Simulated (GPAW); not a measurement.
Here is a GPAW 26.7.0 calculation.

Contents of run.py:

```python
import numpy as np
from ase import Atoms
from ase.dft.bandgap import bandgap
from ase.io import write
from gpaw import GPAW, PW, setup_paths
from gpaw.response.df import DielectricFunction

setup_paths.insert(0, '.')

atoms = Atoms(['Pb', 'Pb', 'S', 'S'],
              cell=[[2.079952695, -5.991296865, 0.0],
                    [2.079952695, 5.991296865, 0.0],
                    [0.0, 0.0, 4.27932094]],
              scaled_positions=[[0.13056335, 0.86943665, 0.25],
                                [0.86943665, 0.13056335, 0.75],
                                [0.35479709, 0.64520291, 0.25],
                                [0.64520291, 0.35479709, 0.75]],
              pbc=True)

calc = GPAW(mode=PW(450),
            xc='PBEsol',
            kpts={'size': (6, 6, 5), 'gamma': True},
            occupations={'name': 'fermi-dirac', 'width': 0.001},
            nbands=33,
            convergence={'density': 1e-06},
            maxiter=150,
            txt='gpaw.txt')
atoms.calc = calc
energy = atoms.get_potential_energy()
calc.write('gs.gpw')
write('result.traj', atoms)
print(f'Energy: {energy:.6f} eV')
print('Fermi level:', round(calc.get_fermi_level(), 4), 'eV')
print(f'Gap: {bandgap(calc)[0]:.4f} eV, direct: {bandgap(calc, direct=True)[0]:.4f} eV')

for size in [(5, 5, 5), (7, 7, 6)]:
    name = 'x'.join(str(n) for n in size)
    dense = calc.fixed_density(kpts={'size': size, 'gamma': True},
                               nbands=66, convergence={'bands': 60, 'eigenstates': 1e-7},
                               update_fermi_level=True, txt=f'dense-{name}.txt')
    dense.write(f'{name}.gpw', mode='all')
    df = DielectricFunction(f'{name}.gpw', frequencies=np.array([0.0]), hilbert=False, eta=0.001,
                            ecut=80, nbands=60, intraband=False, txt=f'df-{name}.txt')
    for xc in ['RPA', 'LR0.1', 'Bootstrap']:
        for direction in ['x', 'y', 'z', [0, 1, 1], [1, 0, 1], [1, 1, 0]]:
            e0, e = df.get_macroscopic_dielectric_constant(xc=xc, direction=direction)
            print(f'{name} {xc} {direction}: {e0:.4f} without, {e:.4f} with local fields')
```

Potentials or basis: PAW data sets generated in the run's folder for this functional, pw.

The run is started by

```bash
$ gpaw-setup -f PBEsol Pb S
$ OMP_NUM_THREADS=1 python run.py
```

Question: Predict the electronic dielectric tensor (diagonal).

Answer: 14.60, 9.40, 15.35.

Question: Estimate the band gap on the k mesh.

Answer: 1.05 eV, indirect (least direct gap 1.12 eV).

Electronic dielectric tensor:
```
14.60  0.00  0.00
 0.00  9.40  0.00
 0.00  0.00 15.35
```

Caveat: the dielectric constant isn't converged in the k mesh; the long-wavelength limit can be off by a per cent or two; spin-orbit coupling is left out, which as a rule narrows the gap of such compounds by several tenths of an eV; an odd mesh through Γ misses points on the zone boundary, where band edges often lie; the program warned that so skewed a cell can give wrong results.
